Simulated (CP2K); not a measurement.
Runs of CP2K 2026.2 on Ag. Symmetry: Fm-3m, No. 225, cubic system. The conventional cell has a = 4.085 Å, b = 4.085 Å, c = 4.085 Å, α = 90.00°, β = 90.00°, γ = 90.00°. Around Ag (site symmetry m-3m) lie 12 Ag at 2.89 Å. 

```tsv
task	level	potentials or basis	smearing	EPS_DEFAULT	NGRIDS	basis sets	potentials	points a segment of the path (NPOINTS)	gap on the mesh (eV)	pressure (GPa)
band structure	WC	POTENTIAL_UZH Ag GTH-PBE-q11; TZVP-MOLOPT-PBE-GTH basis	fermi-dirac 0.05 eV	1.0E-9	4	Ag TZVP-MOLOPT-PBE-GTH-q11	Ag GTH-PBE-q11 of POTENTIAL_UZH	6	none	-1.3
band structure	LDA	POTENTIAL_UZH Ag GTH-PBE-q11; TZVP-MOLOPT-PBE-GTH basis	fermi-dirac 0.05 eV	1.0E-9	4	Ag TZVP-MOLOPT-PBE-GTH-q11	Ag GTH-PBE-q11 of POTENTIAL_UZH	6	none	-5.4
band structure	PBE	GTH_POTENTIALS Ag GTH-BLYP-q11; DZVP-MOLOPT-SR-GTH basis	fermi-dirac 0.05 eV	1.0E-9	5	Ag DZVP-MOLOPT-SR-GTH-q11	Ag GTH-BLYP-q11 of GTH_POTENTIALS	6	none	3.5
band structure	vdW-DF2	POTENTIAL_UZH Ag GTH-PBE-q11; TZVP-MOLOPT-PBE-GTH basis	fermi-dirac 0.05 eV	1.0E-9	4	Ag TZVP-MOLOPT-PBE-GTH-q11	Ag GTH-PBE-q11 of POTENTIAL_UZH	6	none	18.6
single point	PBE	POTENTIAL_UZH Ag GTH-PBE-q11; TZVP-MOLOPT-PBE-GTH basis	gaussian 0.05 eV	1.0E-10	5	Ag TZVP-MOLOPT-PBE-GTH-q11	Ag GTH-PBE-q11 of POTENTIAL_UZH	-	none	4.0
band structure	PBEsol	POTENTIAL_UZH Ag GTH-PBE-q11; TZVP-MOLOPT-PBE-GTH basis	fermi-dirac 0.0259 eV	1.0E-9	5	Ag TZVP-MOLOPT-PBE-GTH-q11	Ag GTH-PBE-q11 of POTENTIAL_UZH	6	none	-2.4
single point	RPBE	POTENTIAL_UZH Ag GTH-PBE-q11; TZVP-MOLOPT-PBE-GTH basis	gaussian 0.05 eV	1.0E-10	4	Ag TZVP-MOLOPT-PBE-GTH-q11	Ag GTH-PBE-q11 of POTENTIAL_UZH	-	none	(d)
band structure	r2SCAN	POTENTIAL_UZH Ag GTH-SCAN-q11; TZVP-MOLOPT-SCAN-GTH basis	fermi-dirac 0.05 eV	1.0E-10	4	Ag TZVP-MOLOPT-SCAN-GTH-q11	Ag GTH-SCAN-q11 of POTENTIAL_UZH	10	none	(a)
band structure	PBE	POTENTIAL_UZH Ag GTH-SCAN-q11; DZVP-MOLOPT-SR-GTH basis	fermi-dirac 0.05 eV	1.0E-9	5	Ag DZVP-MOLOPT-SR-GTH-q11	Ag GTH-SCAN-q11 of POTENTIAL_UZH	6	none	(b)
band structure	LDA	GTH_POTENTIALS Ag GTH-PADE-q11; TZVP-MOLOPT-PBE-GTH basis	fermi-dirac 0.0259 eV	1.0E-10	4	Ag TZVP-MOLOPT-PBE-GTH-q11	Ag GTH-PADE-q11 of GTH_POTENTIALS	8	none	-7.7
band structure	PBE	POTENTIAL_UZH Ag GTH-PBE0-q11; DZVP-MOLOPT-SR-GTH basis	fermi-dirac 0.05 eV	1.0E-9	5	Ag DZVP-MOLOPT-SR-GTH-q11	Ag GTH-PBE0-q11 of POTENTIAL_UZH	6	none	(c)
band structure	TB-mBJ	POTENTIAL_UZH Ag GTH-PBE-q11; TZVP-MOLOPT-PBE-GTH basis	fermi-dirac 0.1 eV	1.0E-10	4	Ag TZVP-MOLOPT-PBE-GTH-q11	Ag GTH-PBE-q11 of POTENTIAL_UZH	8	none	-
```

Alike in all rows: no spin polarisation; cell as given; k mesh 11 × 11 × 11.

**Question.** Estimate the missing entries.

**Answer.** (a) 1.8; (b) 9.6; (c) 8.0; (d) 7.0.

Caveats: the basis of atomic orbitals isn't converged, which shifts pressures, moduli and gaps; the potentials were made for another functional, which shifts forces and pressure (some runs); this is a model potential without an energy functional, so only levels have meaning (some runs).

A k mesh can miss the band edges, and the runs leave out spin-orbit coupling on Ag.

A gap of «none» marks a metal or a gap under the smearing width.

Not every run made on this cell is shown here.
